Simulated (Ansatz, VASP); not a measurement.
## ZnS (Sphalerite) in two plane-wave programs

Wanted: the spread between two codes on one cell, functional and k mesh. The cell is taken from a series of VASP runs on this material, whose earlier steps may have relaxed, scaled or displaced it; both programs get it as it stands.

Calculated with Ansatz 0.2.0; plane waves, with VASP 6.6.1 beside it; relaxation of cell and atoms at LDA and zone-centre phonons at LDA.

## Step 1: Starting point

The structure is cubic, space group F-43m (No. 216). The conventional cell has a = 5.302 Å, b = 5.302 Å, c = 5.302 Å, α = 90.00°, β = 90.00°, γ = 90.00°. Zn has 4 S at 2.30 Å nearest. Nearest to S lie 4 Zn at 2.30 Å. Farther neighbours and most contacts between anions are not listed.

## Step 2: Ansatz: relaxation of cell and atoms, LDA

Ansatz runs on its default PAW (the set named soft_2) files.

The relaxed volume is the usual yardstick between codes: its relative difference is about their pressure difference at one cell divided by the bulk modulus.

The input, input.yaml:

```yaml
crystal:
  lattice:
    - [0.0, 2.6509680337, 2.6509680337]
    - [2.6509680337, 0.0, 2.6509680337]
    - [2.6509680337, 2.6509680337, 0.0]
  atoms:
    - { symbol: Zn, position: [0.0, 0.0, 0.0] }
    - { symbol: S, position: [0.75, 0.75, 0.75] }
hamiltonian:
  xc: lda
  pseudopotentials: { kind: paw }
kpoints:
  mp_grid: { grid: [8, 8, 8] }
scf:
  occupations: { method: gaussian, width: 0.03 }
relax:
  f_tol: 0.01
  max_steps: 60
  cell: { stress_tol: 0.05 }
output:
  forces: true
  stress: true
```

Command:

```sh
$ ansatz run input.yaml --threads 4 --pin off --max-ram 9216MiB --backend cpu --events-out ev --progress --plain --runs-dir out
```

Numbers of over 12 decimals in the logs are rounded to 6 here.

Output:

```text
Engine: ansatz 0.2.0, x86_64-unknown-linux-gnu
Pseudopotentials: kind: paw
Pseudopotential: Zn, paw, valence charge 12, recommended cutoff 420 eV (normal), Zn.paw.azcp
Pseudopotential: S, paw, valence charge 6, recommended cutoff 420 eV (normal), S.paw.azcp
Functional definition: SPW92
  exchange = slater_x
  correlation = pw_c
Crystal: 2 atoms, lattice volume = 37.260 Å³
Basis set: ecut = 420 eV, 725 PW (Γ)
Bands: 13, of which v1, the nominal top of the filled ones, is band 9 counted from 1 (8 counted from 0)
Symmetry: 24 space group operations
Space group: F-43m (ITA 216), of the structure as read, at distance tolerance 3.3e-5 Å
k-points: 29 of 512 (time reversal used)
Non-local potential: Zn, projectors of the file, l = 0: 2, l = 1: 2, l = 2: 3, l = 3: 1
Non-local potential: S, projectors of the file, l = 0: 2, l = 1: 2, l = 2: 2
PAW form: soft (Blöchl's): semilocal exchange-correlation on the pseudo side does not see the compensation charge
PAW frozen core: Zn, regenerated for the run's functional, and the local potential with it (the file was generated under x = pbe(κ = 0.804, μ = 0.219515), c = pbe(β = 0.066725))
PAW frozen core: S, regenerated for the run's functional, and the local potential with it (the file was generated under x = pbe(κ = 0.804, μ = 0.219515), c = pbe(β = 0.066725))
PAW one-centre angular grid: Zn, 590 points (default); XC on 64 Gauss nodes
PAW one-centre angular grid: S, 110 points (default); XC on 64 Gauss nodes
Initial density: superposition of atomic densities (neutral atoms: chi_scale 0, normalization atom), corrected by the library's trained network
Initial wavefunctions: pseudopotential atomic-orbital guess
Functional: x = slater, c = lda
SCF iter   1: F=—  HF=-4117.444765 eV  |F-HF|=—  |Δ(HF+E_count)|=         —  Δρ=7.13e-3  dr2=1.70e-2  ethr=1.77e-3  ⟨swp⟩=5.7  Hψ=2255  notcnv=0
preconditioner: auto → none  [insulator: Δε(μ)=2.045 eV  Ē_g=12.407 eV  σ=0.030 eV  W_gap=1.00  n_scr=14 (ndim 8)  ℏωp=25.8 eV  f_vac=0.018  D(μ)=0.00/eV (n_scr^D=0)  ε∞_Penn≈5.3]
SCF iter   2: F=—  HF=-4117.439280 eV  |F-HF|=—  |Δ(HF+E_count)|=   5.48e-3  Δρ=2.34e-3  dr2=9.70e-4  ethr=9.45e-5  ⟨swp⟩=3.0  Hψ=974  notcnv=0
SCF iter   3: F=—  HF=-4117.439005 eV  |F-HF|=—  |Δ(HF+E_count)|=   2.75e-4  Δρ=1.19e-3  dr2=2.30e-4  ethr=5.39e-6  ⟨swp⟩=2.1  Hψ=641  notcnv=0
SCF iter   4: F=—  HF=-4117.438993 eV  |F-HF|=—  |Δ(HF+E_count)|=   1.23e-5  Δρ=5.67e-4  dr2=8.80e-5  ethr=1.28e-6  ⟨swp⟩=2.0  Hψ=609  notcnv=0
SCF iter   5: F=—  HF=-4117.438945 eV  |F-HF|=—  |Δ(HF+E_count)|=   4.80e-5  Δρ=3.27e-5  dr2=4.27e-7  ethr=4.89e-7  ⟨swp⟩=2.0  Hψ=609  notcnv=0
SCF iter   6: F=-4117.438945 eV  HF=-4117.438945 eV  |F-HF|=1.02e-8  |Δ(HF+E_count)|=   1.58e-7  Δρ=8.55e-6  dr2=1.24e-8  ethr=5.56e-10  ⟨swp⟩=4.0  Hψ=1277  notcnv=0
SCF 1 converged in 6 iterations: F = -4117.438945 eV  dr2 = 1.24e-8
  greatest PAW one-centre occupation: 0.983 electrons in one spin orbital (limit 2), on the Zn atom at site 0 (counted from 0), in its partial waves of l = 2
relax step   1: F+E_penalty+E_count = -4117.43894478 eV  Δ(F+E_penalty+E_count) = +0.000e0 eV  max|allowed force component| = 2.405e-16 eV/Å  Δτ_max = 0.0000 Å  P = -0.253 GPa  Ω = 37.260 Å³  (6 SCF iters, dr2 threshold 1.00e-7 eV, accepted)
[...]
relax step   2: F+E_penalty+E_count = -4117.43903819 eV  Δ(F+E_penalty+E_count) = -9.341e-5 eV  max|allowed force component| = 8.558e-17 eV/Å  Δτ_max = 0.0000 Å  P = -0.109 GPa  Ω = 37.198 Å³  energy of the carried Pulay correction = +2.265e-5 eV  (4 SCF iters, dr2 threshold 1.61e-7 eV, accepted)
[...]
relax step   3: F+E_penalty+E_count = -4117.43907144 eV  Δ(F+E_penalty+E_count) = -3.325e-5 eV  max|allowed force component| = 9.021e-17 eV/Å  Δτ_max = 0.0000 Å  P = +0.000 GPa  Ω = 37.150 Å³  energy of the carried Pulay correction = +3.981e-5 eV  (4 SCF iters, dr2 threshold 2.99e-8 eV, accepted)
[...]
relax step   4: F+E_penalty+E_count = -4117.43903956 eV  Δ(F+E_penalty+E_count) = +3.188e-5 eV  max|allowed force component| = 8.789e-17 eV/Å  Δτ_max = 0.0000 Å  P = -0.000 GPa  Ω = 37.150 Å³  stress off target by 4.19e-5 GPa  SCF on the basis re-selected at this cell (its energy is not comparable with the rows above)  (5 SCF iters)
basis re-selected at this cell: Δ(F+E_penalty+E_count) = +3.188e-5 eV, ΔP = -0.001 GPa vs the last step (what re-selecting the basis moved, of the pressure what is left beyond the Pulay correction that the steps carried, after the strain that the cell walked since its last selection, with what the two solves' SCF thresholds leave and, on support functions, any second-order correction that the steps lacked; it is no m [...]
SCF converged after 5 iterations
Free energy (F): -4117.439040 eV
Harris-Foulkes:  -4117.439040 eV  (|F-HF|=0.00e0)
Internal energy: -4117.439040 eV  (E = F + TS)
E sigma→0 (E₀):  -4117.439040 eV
Fermi energy:    7.379453 eV
--- Per-component energies (eV) ---
  E_band       = 8.863456
  E_kinetic    = 240.259912
  E_local      = -2006.363247  (includes V_loc(G=0)·N_el)
  E_nonlocal   = 645.929982
  E_hartree    = 837.080700
  E_xc         = -232.604939
  E_vxc        = -142.322400  (∫ρ·V_xc dr)
  E_paw        = -2324.687336  (= ΣΔE_a)
  E_vpaw       = -402.801806  (= ΣTr[D̂ρ^β])
  E_aug_tail   = -0.000369  (compensation charges beyond the density's cutoff)
  E_ewald      = -1278.764082
  E_core_change = 1.710339  (= ΣΔE_core)
  E_smearing   = -0.000000  (= −TS)
  E_closure    = 0.000000  (closes the sum)
  Σ components = -4117.439040   (vs F -4117.439040, Δ=0.00e0)
--- Forces (eV/Å), atoms counted from 1 ---
  atom   1  Zn    -0.00000000     0.00000000     0.00000000
  atom   2  S     -0.00000000    -0.00000000    -0.00000000
  max |Σ_I F_I| component: 5.55e-17 eV/Å
--- Stress (GPa, compression-positive) ---
       -0.000042       0.000000      -0.000000
       -0.000000      -0.000042       0.000000
       -0.000000      -0.000000      -0.000042
  P = ⅓ Tr σ = -0.0000 GPa (-0.000 kbar)
--- Relaxed structure (3 steps of the walk, 3 accepted, 1 SCFs on fresh bases) ---
  F+E_penalty+E_count = -4117.43903956 eV   max|allowed force component| = 8.789e-17 eV/Å   (the final SCF, on the basis selected at the relaxed cell)
  cell:  # Å, volume = 37.1503 Å³
    - [0, 2.648363, 2.648363]
    - [2.648363, 0, 2.648363]
    - [2.648363, 2.648363, 0]
  atoms:
    - { symbol: Zn, position: [0, 0, 0] }
    - { symbol: S, position: [0.750000, 0.750000, 0.750000] }
```

Run time: 2.5 s. Hardware: 4 threads of AMD EPYC 7B13 (Zen 3), shared host; peak memory 0.39 GiB.

## Step 3: VASP: relaxation of cell and atoms, LDA

The same cell, functional (in two slightly different forms), mesh and smearing now go to VASP, with its own data sets and cutoff.

Lines of VASP's logs that name or quote its potential files are left out, and so is its time.

The input, INCAR:

```
SYSTEM = ZnS
PREC = Accurate
ENCUT = 500
EDIFF = 1E-07
NELM = 100
ISMEAR = 0
SIGMA = 0.03
LREAL = .FALSE.
ALGO = Normal
GGA = CA
NBANDS = 15
LORBIT = 11
LWAVE = .FALSE.
LCHARG = .FALSE.
KPAR = 4
IBRION = 2
NSW = 50
ISIF = 3
EDIFFG = -0.002
```

The input, POSCAR:

```
ZnS
1.0
    0.0000000000      2.6509680337      2.6509680337
    2.6509680337      0.0000000000      2.6509680337
    2.6509680337      2.6509680337      0.0000000000
Zn S
1 1
Direct
    0.0000000000      0.0000000000      0.0000000000
    0.7500000000      0.7500000000      0.7500000000
```

The input, KPOINTS:

```
Automatic mesh
0
Gamma
8 8 8
0 0 0
```

PAW data sets: Zn and S (LDA family, release 64).

Command:

```sh
$ mpirun -np 4 vasp_std
```

Output:

```text
[banner, memory and clock lines left out]
running    4 mpi-ranks, on    1 nodes
 distrk:  each k-point on    1 cores,    4 groups
 distr:  one band on    1 cores,    1 groups

 POSCAR found type information on POSCAR ZnS
 POSCAR found :  2 types and       2 ions
 LDA part: xc-table for (Slater(with rela. corr.)+CA(PZ))
 , standard interpolation
 POSCAR, INCAR and KPOINTS ok, starting setup
 FFT: planning ... GRIDC
 FFT: planning ... GRID_SOFT
 FFT: planning ... GRID
 WAVECAR not read
 entering main loop
       N       E                     dE             d eps       ncg     rms          rms(c)
DAV:   1     0.854534750422E+02    0.85453E+02   -0.90084E+03   870   0.147E+03
DAV:   2    -0.298527540850E+01   -0.88439E+02   -0.83143E+02   954   0.261E+02
DAV:   3    -0.858583697934E+01   -0.56006E+01   -0.55768E+01  1108   0.663E+01
DAV:   4    -0.864435257504E+01   -0.58516E-01   -0.58500E-01  1010   0.701E+00
DAV:   5    -0.864511658148E+01   -0.76401E-03   -0.76399E-03  1178   0.787E-01    0.763E+00
DAV:   6    -0.824362623313E+01    0.40149E+00   -0.80806E-01  1299   0.338E+01    0.585E+00
DAV:   7    -0.821416065969E+01    0.29466E-01   -0.25132E-01  1073   0.537E+00    0.277E+00
DAV:   8    -0.820804880621E+01    0.61119E-02   -0.56864E-03  1258   0.132E+00    0.631E-01
DAV:   9    -0.820749591145E+01    0.55289E-03   -0.12157E-03  1010   0.269E-01    0.838E-02
DAV:  10    -0.820751144754E+01   -0.15536E-04   -0.87687E-05  1073   0.880E-02    0.222E-02
DAV:  11    -0.820750794415E+01    0.35034E-05   -0.11151E-05  1375   0.704E-02    0.406E-03
DAV:  12    -0.820750807411E+01   -0.12996E-06   -0.13363E-06  1010   0.116E-02    0.156E-03
DAV:  13    -0.820750807616E+01   -0.20505E-08   -0.41254E-08   673   0.177E-03
   1 F= -.82075081E+01 E0= -.82075081E+01  d E =-.820751E+01
 curvature:   0.00 expect dE= 0.000E+00 dE for cont linesearch  0.000E+00
 trial: gam= 0.00000 g(F)=  0.178E-45 g(S)=  0.294E-07 ort = 0.000E+00 (trialstep = 0.100E+01)
 search vector abs. value=  0.295E-07
 reached required accuracy - stopping structural energy minimisation
```

Parts of OUTCAR (step 3):

```text
ion  position               nearest neighbor table
   1  0.000  0.000  0.000-   2 2.30   2 2.30   2 2.30   2 2.30
   2  0.750  0.750  0.750-   1 2.30   1 2.30   1 2.30   1 2.30

  LATTYP: Found a face centered cubic cell.
 ALAT       =     5.3019360674

 Subroutine GETGRP returns: Found 24 space group operations
 (whereof 24 operations were pure point group operations)

The static configuration has the point symmetry T_d .

 Found     29 irreducible k-points:

   k-points           NKPTS =     29   k-points in BZ     NKDIM =     29   number of bands    NBANDS=     15

   dimension x,y,z NGX =    28 NGY =   28 NGZ =   28
   dimension x,y,z NGXF=    56 NGYF=   56 NGZF=   56

   ENCUT  =  500.0 eV  36.75 Ry    6.06 a.u.   6.84  6.84  6.84*2*pi/ulx,y,z

   NELECT =      18.0000    total number of electrons

 k-points in reciprocal lattice and weights: Automatic mesh
   0.00000000  0.00000000  0.00000000       0.002
   0.12500000  0.00000000  0.00000000       0.016
   0.25000000  0.00000000  0.00000000       0.016
   0.37500000  0.00000000  0.00000000       0.016
   0.50000000  0.00000000  0.00000000       0.008
   0.12500000  0.12500000  0.00000000       0.012
   0.25000000  0.12500000  0.00000000       0.047
   0.37500000  0.12500000  0.00000000       0.047
   0.50000000  0.12500000  0.00000000       0.047
[...]
-0.37500000  0.50000000  0.12500000       0.023
  -0.25000000  0.50000000  0.25000000       0.012

 average (electrostatic) potential at core
       1 -37.0676       2 -88.7785

 E-fermi :   2.6065

 k-point     1 :       0.0000    0.0000    0.0000
  band No.  band energies     occupation
    ...
      5      -3.7095      2.00000
      6      -3.7095      2.00000
      7       2.4842      2.00000
      8       2.4842      2.00000
      9       2.4842      2.00000
     10       4.6309      0.00000
     11       8.6954      0.00000
     12       8.6954      0.00000
     13       8.6954      0.00000
     14      14.3069      0.00000
    ...

 k-point     2 :       0.1250    0.0000    0.0000
  band No.  band energies     occupation
    ...
      5      -3.7117      2.00000
      6      -3.7117      2.00000
      7       1.2860      2.00000
      8       2.3177      2.00000
      9       2.3177      2.00000
     10       5.4694      0.00000
     11       8.6297      0.00000
     12       8.9715      0.00000
     13       8.9715      0.00000
     14      13.6404      0.00000
    ...

 k-point     3 :       0.2500    0.0000    0.0000
  band No.  band energies     occupation
    ...
      5      -3.7083      2.00000
      6      -3.7083      2.00000
      7      -0.5598      2.00000
      8       1.9594      2.00000
      9       1.9594      2.00000
     10       5.9358      0.00000
     11       9.3640      0.00000
     12       9.3640      0.00000
     13       9.3877      0.00000
     14      13.4223      0.00000
    ...

  Total       -0.0006375     -0.0006375     -0.0006375      0.0000000      0.0000000     -0.0000000
  in kB       -0.0274141     -0.0274141     -0.0274141      0.0000000      0.0000000     -0.0000000
  external PRESSURE =      -0.0274141 kB  Pullay stress =       0.0000000 kB

  energy-cutoff  :      500.00
  volume of cell :       37.26
      direct lattice vectors                 reciprocal lattice vectors
     0.000000000  2.650968034  2.650968034    -0.188610347  0.188610347  0.188610347
     2.650968034  0.000000000  2.650968034     0.188610347 -0.188610347  0.188610347
     2.650968034  2.650968034  0.000000000     0.188610347  0.188610347 -0.188610347

 POSITION                                       TOTAL-FORCE (eV/Angst)
 -----------------------------------------------------------------------------------
      0.00000      0.00000      0.00000         0.000000      0.000000      0.000000
      3.97645      3.97645      3.97645        -0.000000     -0.000000     -0.000000
 -----------------------------------------------------------------------------------
    total drift:                               -0.000001     -0.000001     -0.000001

  FREE ENERGIE OF THE ION-ELECTRON SYSTEM (eV)
  ---------------------------------------------------
  free  energy   TOTEN  =        -8.2075080762 eV

  energy  without entropy=       -8.2075080762  energy(sigma->0) =       -8.20750808

 reached required accuracy - stopping structural energy minimisation

 total charge
# of ion       s       p       d       tot
------------------------------------------
    1        0.550   0.538   9.804  10.893
    2        1.312   2.442   0.000   3.754
--------------------------------------------------
tot          1.862   2.981   9.804  14.647

[... 3 further parts left out ...]
```

CONTCAR:

```
ZnS
   1.00000000000000
     0.0000000000000000    2.6509680336999999    2.6509680336999999
     2.6509680336999999    0.0000000000000000    2.6509680336999999
     2.6509680336999999    2.6509680336999999    0.0000000000000000
  Zn              S
     1     1
Direct
     0.0000000000000000    0.0000000000000000    0.0000000000000000
     0.7500000000000000    0.7500000000000000    0.7500000000000000
```

The run keeps the 24 symmetry operations of its start, so it cannot find a distortion of lower symmetry.

## Step 4: Comparison

Known differences besides the potentials themselves: the two LDA forms differ slightly; both relaxations stop at a tolerance, which leaves soft axes loose, and VASP keeps its plane-wave basis; the cutoff is 420 eV in Ansatz and 500 eV in VASP; VASP's log shows a relativistic correction to its local exchange, Ansatz's none; Ansatz adds a Pulay correction to the stress that steers its cell, VASP none. Total energies have different zeros and are not compared.

Both answers:

| quantity | Ansatz | VASP | difference |
| --- | --- | --- | --- |
| volume (Å³) | 37.15 | 37.26 | -0.29 % |
| edge a after relaxation, in the typed setting (Å) | 3.745 | 3.749 | -0.10 % |

The walks stopped with 0.00 GPa left in Ansatz and 0.00 GPa in VASP; each walk ends within a tolerance, so the volume difference is uncertain by about these residues over the bulk modulus, most in soft cells.

(Continued in part 2 of 2.)

[Lines on the potential files, build, host, timing and source positions are cut from VASP's logs without a mark.]

[Logs are printed without paths, hosts, clocks, repeated set-up lines and the standing remarks that a program may print on its own settings, such as how far it seeks lower states.]

[Hosts, paths, dates, database ids (printed as entryN), source tags and the programs' standing remarks are cut or masked in the printed files.]
